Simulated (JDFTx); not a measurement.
# K under changes of volume

One of the cells (78.519 Å³/atom); the others are scaled copies at fixed shape and fractional positions:

```
CELL_PARAMETERS angstrom
-2.69756 2.69756 2.69756
2.69756 -2.69756 2.69756
2.69756 2.69756 -2.69756
ATOMIC_POSITIONS crystal
K 0.00000 0.00000 0.00000
```

| Quantity | Value |
| --- | --- |
| Program | JDFTx 1.7.0 (patched build) |
| Functional | PBEsol |
| Potentials or basis | PseudoDojo-SR-PBEsol-0.4.1-standard |
| Cutoff | 1007 eV |
| Density cutoff | 4027 eV |
| k mesh | 7 × 7 × 7 |
| Occupations | fermi-dirac, width 0.05 eV |
| Spin | no spin polarisation |

```csv
volume (Å³/atom),energy over the lowest point (meV/atom),pressure (GPa)
73.807,0.00,-0.1
75.378,1.74,-0.2
76.948,?,?
78.519,6.94,-0.3
80.089,10.30,-0.4
81.659,14.10,-0.4
83.230,18.29,-0.4
```

Q: What does the run at 76.948 Å³/atom give?

A: Energy over the lowest point 4.08 meV/atom; pressure -0.3 GPa.

Worked out: A Birch-Murnaghan fit of order 3 (a polynomial in V^(-2/3)) to the other rows has no minimum within the range. It gives 4.07 meV/atom at 76.948 Å³/atom, against the run's 4.08, and -dE/dV = -0.3 GPa, against -0.3.

Energies are extrapolated to zero smearing.
